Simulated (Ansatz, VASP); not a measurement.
## Sb: VASP beside Ansatz

```
Sb
1.0
     3.36415    0.00000    0.00000
    -1.68207    2.91344    0.00000
     0.00000    0.00000    5.24237
Sb
2
Direct
  0.33333 0.66667 0.25000
  0.66667 0.33333 0.75000
```

Alike in both runs: task single point; functional PBE; k mesh 15 × 15 × 8; occupations gaussian, width 0.1 eV; no spin polarisation.

|  | VASP | Ansatz |
| --- | --- | --- |
| version | VASP 6.6.1 | Ansatz 0.2.0 |
| potentials or method | VASP PAW PBE potentials, release 64 (Sb) | scalar-relativistic, plane waves, PAW |
| plane-wave cutoff (eV) | 520 | 420 |
| valence electrons in the cell | 10 | 30 |

Ansatz gave:

| Quantity | Value |
| --- | --- |
| gap on the k mesh at the Fermi level (eV) | none |
| pressure (GPa) | 4.7 |
| largest component of the traceless stress (GPa) | 1.86 |

Problem. Which values does VASP return?

Solution. gap on the k mesh at the Fermi level (eV): none; pressure (GPa): 4.6; largest component of the traceless stress (GPa): 1.86.

A gap of «none» marks a metal or a gap that the smearing closes. The two sets of potentials don't hold the same shells in valence.

Spin-orbit coupling is left out, which matters for the levels of Sb.
